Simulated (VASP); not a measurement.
# Be4H (P6/mmm) in VASP: notebook

The runs below take Be4H through optical spectrum, density of states, with vdW-DF, LAK.

Program: VASP 6.6.1. These are calculated values, not measurements. Logs are shortened: lines on timing, memory, paths and dates and some standing lists are left out, and cuts for length are marked.

**1. The crystal as given**

It takes space group P6/mmm (No. 191, hexagonal). Conventional cell: a = 3.002 Å, b = 3.002 Å, c = 4.554 Å, α = 90.00°, β = 90.00°, γ = 120.00°. Around Be (site symmetry mmm) lie 4 Be at 1.50 Å and 2 H at 1.50 Å. Be (site symmetry 6/mmm) has 2 H at 2.28 Å as nearest neighbours. H (site symmetry 6/mmm) has 6 Be at 1.50 Å as nearest neighbours.

The cell was built by a generator and needn't be a form met in nature.

**2. Optical spectrum, vdW-DF**

INCAR

```
SYSTEM = Be4H
  PREC = Accurate
  ENCUT = 400
  EDIFF = 1E-7
  ISMEAR = 0
  SIGMA = 0.05
  LREAL = .FALSE.
  LASPH = .TRUE.
  NELM = 100
  ALGO = Normal
  ISIF = 2
  LWAVE = .FALSE.
  LCHARG = .FALSE.
  GGA = RE
  LUSE_VDW = .TRUE.
  AGGAC = 0.0
  LOPTICS = .TRUE.
  NBANDS = 36
  NEDOS = 2000
  CSHIFT = 0.1
```

KPOINTS

```
Automatic mesh
0
G
  10 10 6
  0 0 0
```

POSCAR

```
Be4H
1.0
    3.0020168100      0.0000000000      0.0000000000
   -1.5010084000      2.5998228200      0.0000000000
    0.0000000000      0.0000000000      4.5542779400
Be H
4 1
Direct
    0.5000000000      0.0000000000      0.0000000000
    0.0000000000      0.5000000000      0.0000000000
    0.5000000000      0.5000000000      0.0000000000
    0.0000000000      0.0000000000      0.5000000000
    0.0000000000      0.0000000000      0.0000000000
```

Potentials or basis: VASP PAW PBE potentials, release 64 (Be, H_s).

On the command line:

```sh
$ cat potpaw_PBE.64/Be/POTCAR potpaw_PBE.64/H_s/POTCAR > POTCAR
$ mpirun -np 1 vasp_std > vasp.out
```

OUTCAR:

```text
SYSTEM = Be4H
   PREC = Accurate
   ENCUT = 400
   EDIFF = 1E-7
   ISMEAR = 0
   LREAL = .FALSE.
   LASPH = .TRUE.
   NELM = 100
   ISIF = 2
   GGA = RE

 ion  position               nearest neighbor table
   1  0.500  0.000  0.000-   3 1.50   3 1.50   5 1.50   5 1.50   2 1.50   2 1.50
   2  0.000  0.500  0.000-   5 1.50   5 1.50   3 1.50   3 1.50   1 1.50   1 1.50
   3  0.500  0.500  0.000-   1 1.50   1 1.50   2 1.50   2 1.50   5 1.50   5 1.50
   4  0.000  0.000  0.500-
   5  0.000  0.000  0.000-   2 1.50   2 1.50   1 1.50   1 1.50   3 1.50   3 1.50

  LATTYP: Found a hexagonal cell.
 ALAT       =     3.0020168100
 C/A-ratio  =     1.5170727642

  Lattice vectors:

 A1 = (   3.0020168100,   0.0000000000,   0.0000000000)
 A2 = (  -1.5010084000,   2.5998228200,   0.0000000000)
 A3 = (   0.0000000000,   0.0000000000,   4.5542779400)

Analysis of symmetry for initial positions (statically):
=====================================================================
 Subroutine PRICEL returns:
 Original cell was already a primitive cell.

 Routine SETGRP: Setting up the symmetry group for a
 hexagonal supercell.

 Subroutine GETGRP returns: Found 24 space group operations
 (whereof 24 operations were pure point group operations)
 out of a pool of 24 trial point group operations.

The static configuration has the point symmetry D_6h.

Analysis of symmetry for dynamics (positions and initial velocities):
=====================================================================
 Subroutine PRICEL returns:
 Original cell was already a primitive cell.

[... 641 lines left out ...]

 VOLUME and BASIS-vectors are now :
 -----------------------------------------------------------------------------
  energy-cutoff  :      400.00
  volume of cell :       35.54
      direct lattice vectors                 reciprocal lattice vectors
     3.002016810  0.000000000  0.000000000     0.333109394  0.192320798  0.000000000
    -1.501008400  2.599822820  0.000000000     0.000000000  0.384641596  0.000000000
     0.000000000  0.000000000  4.554277940     0.000000000  0.000000000  0.219573775

 POSITION                                       TOTAL-FORCE (eV/Angst)
 -----------------------------------------------------------------------------------
      1.50101      0.00000      0.00000         0.000000      0.000000      0.000000
     -0.75050      1.29991      0.00000         0.000000      0.000000      0.000000
      0.75050      1.29991      0.00000        -0.000000      0.000000      0.000000
      0.00000      0.00000      2.27714         0.000000      0.000000      0.000000
      0.00000      0.00000      0.00000         0.000000      0.000000      0.000000
 -----------------------------------------------------------------------------------
    total drift:                                0.000000      0.000000     -0.000000

  FREE ENERGIE OF THE ION-ELECTRON SYSTEM (eV)
  ---------------------------------------------------
  free  energy   TOTEN  =        -0.7664205987 eV

  energy  without entropy=       -0.7646804091  energy(sigma->0) =       -0.76555050

Total vdW correction in eV:      0.4573167

 electrical conductivity sigma (Mega S m-1) (frequency dependency in vasprun.xml)
  --------------------------------------------------------------------------------------
       0.409       0.000       0.000
       0.000       0.409      -0.000
      -0.000       0.000       0.075

  frequency dependent IMAGINARY DIELECTRIC FUNCTION (independent particle, no local field effects) density-density
     E(ev)      X         Y         Z        XY        YZ        ZX
  --------------------------------------------------------------------------------------------------------------
     0.00000     0.00000     0.00000     0.00000     0.00000     0.00000     0.00000
     0.72569     9.43593     9.43593     5.25482     0.00000    -0.00000     0.00000
     1.45137     2.54869     2.54869    49.39375     0.00000    -0.00000     0.00000
     2.17706     4.85873     4.85873    18.19755     0.00000    -0.00000     0.00000
     2.90274     2.94229     2.94229     7.31392     0.00000    -0.00000    -0.00000
     3.62843     7.23469     7.23469     9.13103     0.00000    -0.00000     0.00000
[... 92 lines left out ...]
    71.11725     0.00017     0.00017     0.00017     0.00000     0.00000     0.00000
    71.84294     0.00016     0.00016     0.00017     0.00000     0.00000     0.00000

  frequency dependent      REAL DIELECTRIC FUNCTION (independent particle, no local field effects) density-density
     E(ev)        X           Y           Z          XY          YZ          ZX
  --------------------------------------------------------------------------------------------------------------
     0.00000   256.51290   256.51290    32.37498     0.00000    -0.00000     0.00000
     0.72569   -12.07624   -12.07624    43.79868    -0.00000    -0.00000     0.00000
     1.45137     8.51618     8.51618    -9.28251     0.00000    -0.00000     0.00000
     2.17706    -0.71338    -0.71338   -24.72039    -0.00000     0.00000    -0.00000
     2.90274     3.65440     3.65440    -3.07537     0.00000     0.00000    -0.00000
     3.62843     4.07474     4.07474    -0.20217     0.00000     0.00000     0.00000
[... 92 lines left out ...]
    71.11725     0.94597     0.94597     0.94469    -0.00000     0.00000    -0.00000
    71.84294     0.94719     0.94719     0.94591    -0.00000     0.00000    -0.00000

  frequency dependent IMAGINARY DIELECTRIC FUNCTION (independent particle, no local field effects) current-current
     E(ev)      X         Y         Z        XY        YZ        ZX
  --------------------------------------------------------------------------------------------------------------
     0.00000  1107.60343  1107.60343   172.88546     0.00000    -0.00000     0.00000
     0.72569     5.47566     5.47566    17.08014     0.00000    -0.00000     0.00000
     1.45137     3.59261     3.59261    47.23668     0.00000    -0.00000     0.00000
     2.17706     4.66778     4.66778    15.64365     0.00000    -0.00000     0.00000
     2.90274     3.11638     3.11638     7.00610     0.00000     0.00000    -0.00000
     3.62843     7.39405     7.39405     9.07069     0.00000     0.00000     0.00000
[... 92 lines left out ...]
    71.11725     0.00002     0.00002     0.00002     0.00000    -0.00000    -0.00000
    71.84294     0.00002     0.00002     0.00001     0.00000    -0.00000    -0.00000

  frequency dependent      REAL DIELECTRIC FUNCTION (independent particle, no local field effects) current-current
     E(ev)        X           Y           Z          XY          YZ          ZX
  --------------------------------------------------------------------------------------------------------------
     0.00000   -84.93290   -84.93290    31.73923    -0.00000    -0.00000     0.00000
     0.72569    -9.15596    -9.15596    42.32675    -0.00000    -0.00000     0.00000
     1.45137     9.43771     9.43771   -16.05198     0.00000    -0.00000     0.00000
     2.17706    -0.56223    -0.56223   -26.20483    -0.00000     0.00000    -0.00000
     2.90274     3.77282     3.77282    -3.53017     0.00000     0.00000     0.00000
     3.62843     3.86625     3.86625    -0.68047     0.00000     0.00000    -0.00000
[... 92 lines left out ...]
    71.11725     0.94650     0.94650     0.94475    -0.00000    -0.00000    -0.00000
    71.84294     0.94771     0.94771     0.94597    -0.00000    -0.00000    -0.00000
```

OSZICAR:

```text
N       E                     dE             d eps       ncg     rms          rms(c)
DAV:   1     0.275195920147E+02    0.27520E+02   -0.22099E+03  4032   0.153E+02
DAV:   2    -0.983360794334E+01   -0.37353E+02   -0.34738E+02  4864   0.643E+01
DAV:   3    -0.105873120326E+02   -0.75370E+00   -0.74801E+00  4968   0.748E+00
DAV:   4    -0.105883730259E+02   -0.10610E-02   -0.10609E-02  4780   0.319E-01
DAV:   5    -0.105883746294E+02   -0.16035E-05   -0.16028E-05  4856   0.132E-02    0.110E+01
DAV:   6    -0.939577411681E+00    0.96488E+01   -0.26249E+01  4860   0.630E+00    0.367E+00
DAV:   7    -0.775301633754E+00    0.16428E+00   -0.71954E-01  5040   0.160E+00    0.177E+00
DAV:   8    -0.765098824763E+00    0.10203E-01   -0.29345E-02  4780   0.518E-01    0.350E-01
DAV:   9    -0.766399118343E+00   -0.13003E-02   -0.13166E-03  5036   0.107E-01    0.831E-02
DAV:  10    -0.766415590131E+00   -0.16472E-04   -0.23675E-04  4680   0.481E-02    0.134E-02
DAV:  11    -0.766418870429E+00   -0.32803E-05   -0.24650E-05  4992   0.117E-02    0.604E-03
DAV:  12    -0.766421153274E+00   -0.22828E-05   -0.36416E-06  4644   0.528E-03    0.167E-03
DAV:  13    -0.766420686700E+00    0.46657E-06   -0.33303E-07  5020   0.138E-03    0.533E-04
DAV:  14    -0.766420598675E+00    0.88025E-07   -0.23636E-08  2640   0.356E-04
   1 F= -.76642060E+00 E0= -.76555050E+00  d E =-.174019E-02
 imaginary and real dielectric function
```

stdout:

```text
POSCAR found type information on POSCAR BeH
 POSCAR found :  2 types and       5 ions
 scaLAPACK will be used
 -----------------------------------------------------------------------------
|                                                                             |
|                                                                             |
|     You have switched on vdW-DFT.                                           |
|     This routine was written and supplied by Jiri Klimes. We recommend      |
[... 19 lines left out ...]
 FFT: planning ... GRIDC
 FFT: planning ... GRID_SOFT
 FFT: planning ... GRID
 WAVECAR not read
 entering main loop
 optical routines
 imaginary and real dielectric function
 recalculating local potential from charge density
 direction            1
 direction            2
 direction            3
```

Wall time 37 s (1 thread of AMD EPYC 9R45 (Zen 5), shared host); peak memory 0.24 GiB.

What came out:

```yaml
Free_energy: -0.7664 eV
Pressure: 102.8 GPa
Band_gap_on_the_k_mesh: none (metal or under the smearing width)
```

Dielectric function (mean over the directions given):
```csv
energy (eV),real part,imaginary part
0.29,-22.16,58.18
0.94,18.05,9.11
1.60,8.23,12.11
2.32,-3.07,5.69
2.98,2.50,3.96
3.63,2.65,7.87
4.35,3.93,8.18
5.01,-3.18,6.22
5.66,-5.01,7.35
6.39,-2.30,2.80
7.04,-1.59,2.29
7.69,-1.50,1.83
8.42,-1.28,1.24
9.07,-0.66,0.76
9.72,-0.33,0.48
10.45,0.01,0.43
11.10,0.23,0.43
11.76,0.44,0.32
12.48,0.70,0.40
13.13,1.09,0.62
13.79,0.68,1.85
14.51,0.09,0.67
15.17,0.38,0.53
15.82,0.49,0.66
16.55,0.59,0.52
17.20,0.70,0.54
17.85,0.53,0.94
18.58,0.21,0.54
19.23,0.38,0.36
19.96,0.54,0.34
```

Caveat: a pressure of tens of GPa on the cell as given is suspect, and the run, the potentials or the cell itself is likely at fault; spectra need much finer meshes, so this one isn't converged; independent-particle spectra lack excitons; the intraband (Drude) part of a metal's response may be missing; the PAW data sets were made with another functional, which shifts forces and pressure a little.

**3. Density of states, LAK**

run.py

```python
from ase.calculators.vasp import Vasp
from ase.dft.dos import DOS
from ase.io import read

atoms = read('Be4H.xyz')
calc = Vasp(
    directory='calc',
    pp='PBE',
    setups='materialsproject',
    prec='Accurate',
    encut=350,
    ediff=1e-05,
    ismear=0,
    sigma=0.05,
    lreal=False,
    lasph=True,
    nelm=80,
    algo='Normal',
    isif=2,
    lwave=False,
    lcharg=False,
    metagga='LAK',
    lmixtau=True,
    lorbit=11,
    isym=1,
    kpts=[10, 10, 6],
    gamma=True,
    nbands=16,
)
atoms.calc = calc

print('energy (eV):', atoms.get_potential_energy())
print('free energy (eV):', atoms.get_potential_energy(force_consistent=True))
print('forces (eV/A):')
print(atoms.get_forces())
print('stress (eV/A^3, Voigt):', atoms.get_stress())
print('Fermi level (eV):', calc.get_fermi_level())
dos = DOS(calc, width=0.2, window=(-10, 10), npts=201)
print('E - E_F (eV), DOS (1/eV)')
for e, g in zip(dos.get_energies(), dos.get_dos()):
    print(f'{e:8.3f} {g:10.4f}')
```

Be4H.xyz

```xyz
5
Lattice="3.0020168100 0.0000000000 0.0000000000 -1.5010084000 2.5998228200 0.0000000000 0.0000000000 0.0000000000 4.5542779400" Properties=species:S:1:pos:R:3 pbc="T T T"
Be     1.5010084050      0.0000000000      0.0000000000
Be    -0.7505042000      1.2999114100      0.0000000000
Be     0.7505042050      1.2999114100      0.0000000000
Be     0.0000000000      0.0000000000      2.2771389700
H      0.0000000000      0.0000000000      0.0000000000
```

Potentials or basis: VASP PAW PBE potentials, release 64 (Be_sv, H).

On the command line:

```sh
$ python run.py
```

Standard output:

```text
energy (eV): -5.48117983
free energy (eV): -5.48213229
forces (eV/A):
[[ 0.  0.  0.]
 [-0.  0.  0.]
 [ 0.  0.  0.]
 [ 0.  0.  0.]
 [ 0.  0.  0.]]
stress (eV/A^3, Voigt): [-9.97402081e-01 -9.97402081e-01  1.42984788e-01 -0.00000000e+00
  0.00000000e+00 -1.91614330e-09]
Fermi level (eV): 4.22208277
E - E_F (eV), DOS (1/eV)
 -10.000     0.0000
  -9.900     0.0000
  -9.800     0.0000
  -9.700     0.0000
  -9.600     0.0000
  -9.500     0.0004
[... 193 lines left out ...]
   9.900     0.8019
  10.000     0.6052
```

INCAR:

```text
ENCUT = 350.000000
SIGMA = 0.050000
EDIFF = 1.00e-05
ALGO = Normal
METAGGA = LAK
PREC = Accurate
ISIF = 2
ISMEAR = 0
ISYM = 1
LORBIT = 11
NBANDS = 16
NELM = 80
LASPH = .TRUE.
LCHARG = .FALSE.
LWAVE = .FALSE.
LMIXTAU = .TRUE.
LREAL = .FALSE.
```

Wall time 72 s (1 thread of AMD EPYC 9R45 (Zen 5), shared host); peak memory 0.1 GiB.

These settings aren't checked as converged (typed here: ENCUT = 350; ISYM = 1; EDIFF = 1e-05): the numbers below hold their error.

What came out:

```yaml
Free_energy: -5.4821 eV
Band_gap_on_the_k_mesh: none (metal or under the smearing width)
Valence_electrons_inside_the_program's_atomic_spheres: Be 3.83, 2.54; H 0.68
```

Caveat: the cutoff is under 1.25 times the usual one of these potentials, so pressure, stress and relaxed cells hold a basis-set (Pulay) error; a pressure of tens of GPa on the cell as given is suspect, and the run, the potentials or the cell itself is likely at fault; the PAW data sets were made with another functional, which shifts forces and pressure a little.

**4. For comparison**

An earlier run on the cell as given: functional PBE; potentials or basis VASP PAW PBE potentials, release 64 (Be, H); cutoff 520 eV; k mesh 10 × 10 × 6; occupations fermi-dirac, width 0.05 eV; no spin polarisation.

* Pressure: 99.5 GPa
* Band gap on the k mesh: none (metal or under the smearing width)
